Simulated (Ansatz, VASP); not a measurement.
**Two plane-wave programs on Ge**

```xyz
4
Lattice="3.9900 0.0000 0.0000 -1.9950 3.4554 0.0000 0.0000 0.0000 6.5800" Properties=species:S:1:pos:R:3 pbc="T T T"
Ge    0.0000    2.3036    0.4113
Ge    1.9950    1.1518    3.7012
Ge    1.9950    1.1518    6.1688
Ge    0.0000    2.3036    2.8788
```

Alike in both runs: task relaxation of cell and atoms; functional PBEsol; k mesh 10 × 10 × 6; occupations gaussian, width 0.01 eV; no spin polarisation.

```csv
,VASP,Ansatz
version,VASP 6.6.1,Ansatz 0.2.0
potentials or method,"VASP PAW PBE potentials, release 64 (Ge_d)","scalar-relativistic, plane waves, PAW"
plane-wave cutoff (eV),600,420
valence electrons in the cell,56,56
```

```tsv
	VASP	Ansatz	Ansatz less VASP
relaxed volume (Å³/atom)	22.79	22.81	+0.012
relaxed cell length with the largest relative difference (Å)	3.997	3.998	+0.0010
```

Caveats: the PAW data sets were made with another functional, which shifts forces and pressure a little (VASP).
